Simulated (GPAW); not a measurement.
# MoS248 Mn2 d3p16: which magnetic order is lowest, part 2 of 2

A self-consistent run ends on one state, which hangs on the start. Several orders of MoS248 Mn2 d3p16 are started in GPAW and their energies compared.

GPAW 26.7.0; PBE with U = 4 eV on Mn d; plane waves with GPAW's PAW setups, scalar-relativistic.

So far. Step 2 (Order 1, typed as ferro ++): After 44 cycles the largest moment stands at 3.70 μB.

**3. Start 2: antiferro +-**

An opposed order shows whether the pairs that it reverses prefer unlike signs.

Input file order2.py:

```python
import json
import numpy as np
from ase import Atoms
from ase.parallel import paropen, parprint
from gpaw import GPAW

atoms = Atoms(['Mn', 'S', 'S', 'Mo', 'S', 'S', 'Mo', 'S', 'S', 'Mo', 'S', 'S', 'Mn', 'S', 'S', 'Mo', 'S', 'S', 'Mo', 'S', 'S', 'Mo', 'S', 'S', 'Mo', 'S', 'S', 'Mo', 'S', 'S', 'Mo', 'S', 'S', 'Mo', 'S', 'S', 'Mo', 'S', 'S', 'Mo', 'S', 'S', 'Mo', 'S', 'S', 'Mo', 'S', 'S'],
    cell=[[12.64, 0.0, 0.0],
         [-6.32, 10.946561, 0.0],
         [0.0, -0.0, 16.13]],
    scaled_positions=[[0.0, 0.0, 0.5],
         [0.166667, 0.083333, 0.597024],
         [0.166667, 0.083333, 0.402976],
         [0.0, 0.25, 0.5],
         [0.166667, 0.333333, 0.597024],
         [0.166667, 0.333333, 0.402976],
         [0.0, 0.5, 0.5],
         [0.166667, 0.583333, 0.597024],
         [0.166667, 0.583333, 0.402976],
         [0.0, 0.75, 0.5],
         [0.166667, 0.833333, 0.597024],
         [0.166667, 0.833333, 0.402976],
         [0.25, 0.0, 0.5],
         [0.416667, 0.083333, 0.597024],
         [0.416667, 0.083333, 0.402976],
         [0.25, 0.25, 0.5],
         [0.416667, 0.333333, 0.597024],
         [0.416667, 0.333333, 0.402976],
         [0.25, 0.5, 0.5],
         [0.416667, 0.583333, 0.597024],
         [0.416667, 0.583333, 0.402976],
         [0.25, 0.75, 0.5],
         [0.416667, 0.833333, 0.597024],
         [0.416667, 0.833333, 0.402976],
         [0.5, 0.0, 0.5],
         [0.666667, 0.083333, 0.597024],
         [0.666667, 0.083333, 0.402976],
         [0.5, 0.25, 0.5],
         [0.666667, 0.333333, 0.597024],
         [0.666667, 0.333333, 0.402976],
         [0.5, 0.5, 0.5],
         [0.666667, 0.583333, 0.597024],
         [0.666667, 0.583333, 0.402976],
         [0.5, 0.75, 0.5],
         [0.666667, 0.833333, 0.597024],
         [0.666667, 0.833333, 0.402976],
         [0.75, 0.0, 0.5],
         [0.916667, 0.083333, 0.597024],
         [0.916667, 0.083333, 0.402976],
         [0.75, 0.25, 0.5],
         [0.916667, 0.333333, 0.597024],
         [0.916667, 0.333333, 0.402976],
         [0.75, 0.5, 0.5],
         [0.916667, 0.583333, 0.597024],
         [0.916667, 0.583333, 0.402976],
         [0.75, 0.75, 0.5],
         [0.916667, 0.833333, 0.597024],
         [0.916667, 0.833333, 0.402976]],
    pbc=True,
    magmoms=[4.5, 0.0, 0.0, 0.0, 0.0, 0.0, 0.0, 0.0, 0.0, 0.0, 0.0, 0.0, -4.5, 0.0, 0.0, 0.0, 0.0, 0.0, 0.0, 0.0, 0.0, 0.0, 0.0, 0.0, 0.0, 0.0, 0.0, 0.0, 0.0, 0.0, 0.0, 0.0, 0.0, 0.0, 0.0, 0.0, 0.0, 0.0, 0.0, 0.0, 0.0, 0.0, 0.0, 0.0, 0.0, 0.0, 0.0, 0.0])
atoms.calc = GPAW(mode={'name': 'pw', 'ecut': 450},
    xc='PBE',
    kpts={'size': (2, 2, 1), 'gamma': True},
    occupations={'name': 'fermi-dirac', 'width': 0.05},
    convergence={'density': 1e-05, 'energy': 1e-05},
    maxiter=200,
    mixer={'name': 'pulay', 'beta': 0.05, 'nmaxold': 6, 'weight': 50},
    setups={'Mn': ':d,4.0'},
    symmetry={'tolerance': 1e-4},
    txt='order2.txt')
e = atoms.get_potential_energy(force_consistent=True)
res = {'free_energy': e, 'energy_sigma0': atoms.get_potential_energy(), 'fermi_energy': atoms.calc.get_fermi_level()}
res['moments'] = atoms.get_magnetic_moments().tolist()
res['total'] = atoms.get_magnetic_moment()
parprint('site moments (muB):', np.round(res['moments'], 3))
parprint(f"total moment: {res['total']:.3f} muB")
parprint(f'free energy: {e:.6f} eV')
atoms.calc.write('order2.gpw')
with paropen('results.json', 'w') as f:
    json.dump(res, f)
```

Command:

```
$ OMP_NUM_THREADS=1 mpirun -n 8 gpaw python order2.py > order2.log
```

Numbers of over 12 decimals in the logs are rounded to 6 here.

What it wrote:

```text
site moments (muB): [ 3.703e+00  0.000e+00  0.000e+00 -1.860e-01  8.000e-03  8.000e-03
  3.000e-03  1.000e-03  1.000e-03  0.000e+00  4.200e-02  4.200e-02
 -3.703e+00  7.800e-02  7.800e-02  0.000e+00 -8.000e-03 -8.000e-03
  1.000e-03  0.000e+00  0.000e+00  2.000e-01 -3.000e-03 -3.000e-03
  1.540e-01 -0.000e+00 -0.000e+00  1.860e-01  3.000e-03  3.000e-03
 -1.000e-03 -1.000e-03 -1.000e-03 -0.000e+00  3.000e-03  3.000e-03
 -1.540e-01 -7.800e-02 -7.800e-02  0.000e+00 -3.000e-03 -3.000e-03
 -3.000e-03  0.000e+00  0.000e+00 -2.000e-01 -4.200e-02 -4.200e-02]
total moment: 0.000 muB
free energy: -340.382149 eV

--- order2.txt ---
Input parameters:
  mode=PW(ecut=450),
  convergence={'density': 1e-05, 'energy': 1e-05},
  kpts=MonkhorstPack(size=(2, 2, 1), gamma=True),
  maxiter=200,
  mixer=Pulay(name='pulay', nmaxold=6, beta=0.05, weight=50, sigma=0.015, g_ss=None),
  occupations=Occupations(name='fermi-dirac', width=0.05),
  setups={'Mn': ':d,4.0'},
  symmetry=Symmetry(tolerance=0.0001),
  xc=XC(name='PBE')

Diagonalizing LCAO Hamiltonian
Converting LCAO to pw mode

                 S      S       S       S
                   S       S       S      S
            Mo      Mo      Mo      Mo
                     S       S       S       S
              Mo S    MoS     MoS     MoS
                   S   S   S   S   S   S  S    S
                 Mo     Mo      Mo      Mo
                   MnS     MnS     MoS    Mo S

                       S       S       S       S

Atoms  # Å, Bohr magnetons
|    | symbol |         x |        y |        z |    initial magnetic moments |
|----|--------|-----------|----------|----------|-----------------------------|
|  0 |     Mn |  0.000000 | 0.000000 | 8.065000 | ( 0.0000,  0.0000,  4.5000) |
|  1 |      S |  1.580006 | 0.912210 | 9.629997 | ( 0.0000,  0.0000,  0.0000) |
|  2 |      S |  1.580006 | 0.912210 | 6.500003 | ( 0.0000,  0.0000,  0.0000) |
|  3 |     Mo | -1.580000 | 2.736640 | 8.065000 | ( 0.0000,  0.0000,  0.0000) |
|  4 |      S |  0.000006 | 3.648850 | 9.629997 | ( 0.0000,  0.0000,  0.0000) |
|  5 |      S |  0.000006 | 3.648850 | 6.500003 | ( 0.0000,  0.0000,  0.0000) |
|  6 |     Mo | -3.160000 | 5.473281 | 8.065000 | ( 0.0000,  0.0000,  0.0000) |
|  7 |      S | -1.579994 | 6.385490 | 9.629997 | ( 0.0000,  0.0000,  0.0000) |
|  8 |      S | -1.579994 | 6.385490 | 6.500003 | ( 0.0000,  0.0000,  0.0000) |
|  9 |     Mo | -4.740000 | 8.209921 | 8.065000 | ( 0.0000,  0.0000,  0.0000) |
| 10 |      S | -3.159994 | 9.122131 | 9.629997 | ( 0.0000,  0.0000,  0.0000) |
| 11 |      S | -3.159994 | 9.122131 | 6.500003 | ( 0.0000,  0.0000,  0.0000) |
| 12 |     Mn |  3.160000 | 0.000000 | 8.065000 | ( 0.0000,  0.0000, -4.5000) |
| 13 |      S |  4.740006 | 0.912210 | 9.629997 | ( 0.0000,  0.0000,  0.0000) |
| 14 |      S |  4.740006 | 0.912210 | 6.500003 | ( 0.0000,  0.0000,  0.0000) |
| 15 |     Mo |  1.580000 | 2.736640 | 8.065000 | ( 0.0000,  0.0000,  0.0000) |
| 16 |      S |  3.160006 | 3.648850 | 9.629997 | ( 0.0000,  0.0000,  0.0000) |
| 17 |      S |  3.160006 | 3.648850 | 6.500003 | ( 0.0000,  0.0000,  0.0000) |
| 18 |     Mo |  0.000000 | 5.473281 | 8.065000 | ( 0.0000,  0.0000,  0.0000) |
[...]
| 21 |     Mo | -1.580000 | 8.209921 | 8.065000 | ( 0.0000,  0.0000,  0.0000) |
[...]
| 24 |     Mo |  6.320000 | 0.000000 | 8.065000 | ( 0.0000,  0.0000,  0.0000) |
[...]
| 27 |     Mo |  4.740000 | 2.736640 | 8.065000 | ( 0.0000,  0.0000,  0.0000) |
[...]
| 30 |     Mo |  3.160000 | 5.473281 | 8.065000 | ( 0.0000,  0.0000,  0.0000) |
[...]
| 33 |     Mo |  1.580000 | 8.209921 | 8.065000 | ( 0.0000,  0.0000,  0.0000) |
[...]
| 36 |     Mo |  9.480000 | 0.000000 | 8.065000 | ( 0.0000,  0.0000,  0.0000) |
| 37 |      S | 11.060006 | 0.912210 | 9.629997 | ( 0.0000,  0.0000,  0.0000) |
| 38 |      S | 11.060006 | 0.912210 | 6.500003 | ( 0.0000,  0.0000,  0.0000) |
| 39 |     Mo |  7.900000 | 2.736640 | 8.065000 | ( 0.0000,  0.0000,  0.0000) |
| 40 |      S |  9.480006 | 3.648850 | 9.629997 | ( 0.0000,  0.0000,  0.0000) |
| 41 |      S |  9.480006 | 3.648850 | 6.500003 | ( 0.0000,  0.0000,  0.0000) |
| 42 |     Mo |  6.320000 | 5.473281 | 8.065000 | ( 0.0000,  0.0000,  0.0000) |
| 43 |      S |  7.900006 | 6.385490 | 9.629997 | ( 0.0000,  0.0000,  0.0000) |
| 44 |      S |  7.900006 | 6.385490 | 6.500003 | ( 0.0000,  0.0000,  0.0000) |
| 45 |     Mo |  4.740000 | 8.209921 | 8.065000 | ( 0.0000,  0.0000,  0.0000) |
| 46 |      S |  6.320006 | 9.122131 | 9.629997 | ( 0.0000,  0.0000,  0.0000) |
| 47 |      S |  6.320006 | 9.122131 | 6.500003 | ( 0.0000,  0.0000,  0.0000) |

Unit cell  # Å
| periodic |         x |         y |         z |   lengths |     angles |
|----------|-----------|-----------|-----------|-----------|------------|
|      yes | 12.640000 |  0.000000 |  0.000000 | 12.640000 |  90.000000 |
|      yes | -6.320000 | 10.946561 |  0.000000 | 12.640000 |  90.000000 |
|      yes |  0.000000 | -0.000000 | 16.130000 | 16.130000 | 120.000000 |

Number of symmetries: 2

BZ-sampling:
  Number of BZ points: 4
  Number of IBZ points: 4

  Monkhorst-Pack size: [2, 2, 1]
  Monkhorst-Pack shift: [0.25, 0.25, 0.0]

Plane wave coefficients: 48336
Cutoff: 450.000000 eV

Spin-components: 2 (collinear spins)
Bands:           255
Projectors:      256
Spin-degeneracy: 1
Datatype:        complex128

Parallelization:
  kpt:    8
  domain: 1
  band:   1

Density:
  Valence electrons: 418.0
  Components: 2
  Grid points: [63 63 80]
  Charge: 0.0  # |e|

Potential:
  Grid points: [63 63 80]

[... setups left out ...]
Reference energy: -1952349.029708  # eV

eigensolver:
  PPCG
  Converge bands: occupied
  niter=2

density mixing:
  Pulay-Mixer
  Linear mixing parameters: 0.05
  Old densities: 6
  Fourier metric: weight=50, sigma=0.015

occupation numbers:
  Fermi-Dirac:
    width: 0.0500  # eV

poisson solver:
  ecut: 3600.000000  # eV

xc functional:
  name: PBE with 2 nearest neighbor stencil

convergence criteria:
- Maximum integral of absolute [dens]ity change: 1e-05 electrons / valence electron
- Maximum [total energy] change in last 3 cyles: 1e-05 eV / valence electron
- Maximum integral of absolute [eigenst]ate change: 4e-08 eV^2 / valence electron
maximum number of iterations: 200

SCF iterations
|iter     |      energy | eigst |  dens |  magmom |
|---------|-------------|-------|-------|---------|
|iter:   1|       0s | -363.788038 | +0.65 |       |  -0.0000|
|iter:   2|      48s | -355.161390 | -0.28 | -0.94 |  -0.0000|
|iter:   3|      96s | -344.798478 | -0.42 | -1.04 |  -0.0000|
|iter:   4|     145s | -343.759603 | -1.59 | -1.20 |  -0.0000|
|iter:   5|     192s | -340.809617 | -1.01 | -1.23 |  -0.0000|
|iter:   6|     241s | -340.561339 | -2.05 | -1.42 |  -0.0000|
|iter:   7|     289s | -340.197592 | -1.75 | -1.45 |  -0.0000|
|iter:   8|     338s | -340.167386 | -2.51 | -1.61 |  -0.0000|
|iter:   9|     386s | -340.208277 | -2.69 | -1.70 |  -0.0000|
|iter:  10|     434s | -340.266266 | -2.69 | -1.80 |  +0.0000|
[... 22 iterations left out ...]
|iter:  33|    1552s | -340.308737c| -6.73 | -4.21 |  +0.0001|
|iter:  34|    1604s | -340.308746c| -7.17 | -4.30 |  +0.0001|
|iter:  35|    1654s | -340.308780c| -7.34 | -4.38 |  +0.0001|
|iter:  36|    1705s | -340.308820c| -7.43c| -4.46 |  +0.0001|
|iter:  37|    1731s | -340.308876c| -7.40c| -4.58 |  +0.0001|
|iter:  38|    1757s | -340.308894c| -7.45c| -4.73 |  +0.0001|
|iter:  39|    1809s | -340.308921c| -7.45c| -4.81 |  +0.0001|
|iter:  40|    1835s | -340.308928c| -8.02c| -4.91 |  +0.0001|
|iter:  41|    1863s | -340.308949c| -8.09c| -4.95 |  +0.0001|
|iter:  42|    1890s | -340.308950c| -8.26c| -5.05c|  +0.0001|

Converged in 42 steps
Energy contributions relative to reference atoms: (reference = -1952349.029708)

Energy contributions:
  Kinetic:          56.532986
  Coulomb:        -135.356892
  Zero:             -2.081657
  External:          0.000000
  Xc:             -259.330188
  Entropy:          -0.146399
  Spinorbit:         0.000000
  ----------------------------
  Free energy:    -340.382149
  Extrapolated:   -340.308950

dipole moment: (-37.833673, -163.752708, 0.000070)  # |e|*Ang

Total magnetic moment: (0.000000, 0.000000, 0.000063)

Local magnetic moments
|        x |        y |         z |
|----------|----------|-----------|
| 0.000000 | 0.000000 |  3.702809 |  # Mn   0
| 0.000000 | 0.000000 |  0.000017 |  # S    1
| 0.000000 | 0.000000 |  0.000017 |  # S    2
| 0.000000 | 0.000000 | -0.186279 |  # Mo   3
| 0.000000 | 0.000000 |  0.008280 |  # S    4
| 0.000000 | 0.000000 |  0.008280 |  # S    5
| 0.000000 | 0.000000 |  0.003099 |  # Mo   6
| 0.000000 | 0.000000 |  0.001314 |  # S    7
| 0.000000 | 0.000000 |  0.001314 |  # S    8
| 0.000000 | 0.000000 |  0.000003 |  # Mo   9
| 0.000000 | 0.000000 |  0.042251 |  # S   10
| 0.000000 | 0.000000 |  0.042251 |  # S   11
[...]
| 0.000000 | 0.000000 | -0.003064 |  # S   40
| 0.000000 | 0.000000 | -0.003064 |  # S   41
| 0.000000 | 0.000000 | -0.003101 |  # Mo  42
| 0.000000 | 0.000000 |  0.000000 |  # S   43
| 0.000000 | 0.000000 |  0.000000 |  # S   44
| 0.000000 | 0.000000 | -0.200338 |  # Mo  45
| 0.000000 | 0.000000 | -0.042247 |  # S   46
| 0.000000 | 0.000000 | -0.042247 |  # S   47

Fermi level: -0.136
Eigenvalues  # (at kpt = [0.000, 0.000, 0.000])
| band index |      eig [eV] | occ [0-1] |      eig [eV] | occ [0-1] |
|------------|---------------|-----------|---------------|-----------|
|          0 |       -81.598 |     1.000 |       -81.598 |     1.000 |
|        ... |               |           |               |           |
|        201 |        -1.492 |     1.000 |        -1.492 |     1.000 |
|        202 |        -1.457 |     1.000 |        -1.457 |     1.000 |
|        203 |        -1.446 |     1.000 |        -1.446 |     1.000 |
|        204 |        -1.347 |     1.000 |        -1.347 |     1.000 |
|        205 |        -1.176 |     1.000 |        -1.176 |     1.000 |
|        206 |        -1.023 |     1.000 |        -1.023 |     1.000 |
|        207 |        -0.789 |     1.000 |        -0.789 |     1.000 |
|        208 |        -0.147 |     0.550 |        -0.147 |     0.550 |
|        209 |        -0.082 |     0.250 |        -0.082 |     0.250 |
|        210 |         0.028 |     0.036 |         0.028 |     0.036 |
|        211 |         0.030 |     0.035 |         0.030 |     0.035 |
|        212 |         0.396 |     0.000 |         0.396 |     0.000 |
|        213 |         1.227 |     0.000 |         1.227 |     0.000 |
|        214 |         1.233 |     0.000 |         1.233 |     0.000 |
|        215 |         1.267 |     0.000 |         1.267 |     0.000 |
|        216 |         1.271 |     0.000 |         1.271 |     0.000 |
|        ... |               |           |               |           |
|        254 |         2.914 |     0.000 |         2.915 |     0.000 |

Gap: 0.065 eV
Transition (v -> c):
  (s=0, k=0, n=208, [0.00, 0.00, 0.00]) -> (s=0, k=0, n=209, [0.00, 0.00, 0.00])
No difference between direct/indirect transitions
```

Wall time 33 min (8 MPI ranks of Arm Neoverse V2, shared host); peak memory 13 GiB; 4.4 h of CPU time.

Spin moment in the augmentation sphere by element, in μB:

```csv
element,atoms,mean,spread (r.m.s.),least,largest
Mn,2,0.00,3.70,-3.70,3.70
S,32,0.00,0.03,-0.08,0.08
Mo,14,0.00,0.12,-0.20,0.20
```

The atoms farthest from the mean of their element:

```csv
atom,"x, y, z (Å)",spin moment in the augmentation sphere (μB)
Mn1,"0.00, 0.00, 8.06",3.70
Mn13,"3.16, 0.00, 8.06",-3.70
Mo22,"-1.58, 8.21, 8.06",0.20
Mo46,"4.74, 8.21, 8.06",-0.20
Mo28,"4.74, 2.74, 8.06",0.19
Mo4,"-1.58, 2.74, 8.06",-0.19
Mo25,"6.32, 0.00, 8.06",0.15
Mo37,"9.48, 0.00, 8.06",-0.15
```

Read from the output:

- magnetization: 0 μB
- final state: antiferromagnetic

It lies 20.6 meV a seeded atom under the first start, and its largest moment is 3.70 μB against 3.70 μB.

**4. Ranking**

These are free energies at a smearing of 0.05 eV, so its entropy term is in the differences. They are divided by the number of seeded atoms, so that cells of unlike size compare.

Orders:

```csv
start,final state,typed order kept,energy over the lowest (meV a seeded atom),largest site moment (μB),net moment (μB a primitive cell),mesh matched,CPU time (s)
ferro ++,ferromagnetic,yes,20.64,3.698,3.893,yes,16470
antiferro +-,antiferromagnetic,yes,0,3.703,6.26e-5,yes,15702
```

**5. Outcome**

```json
{
 "lowest state found": "antiferromagnetic (typed antiferro +-)",
 "largest site moment": "3.70 μB",
 "next state": "ferromagnetic, 20.6 meV a seeded atom higher"
}
```

**Reading.** The lowest state found is antiferromagnetic, reached from the start antiferro +-, with moments up to 3.70 μB. The next state costs 21 meV a seeded atom. Only 2 starts are shown; other collinear patterns, canted and longer-period orders are not.

[Logs and program files are shortened in this print: banners, set-up blocks, solver, clock and traceback lines can be left out without a mark of their own.]

[Logs are printed without paths, hosts, clocks, repeated set-up lines and the standing remarks that a program may print on its own settings, such as how far it seeks lower states.]

[Hosts, paths, dates, database ids (printed as entryN), source tags and the programs' standing remarks are cut or masked in the printed files.]

[Where a cell is said to come from a database of computed structures, the database is the Materials Project.]
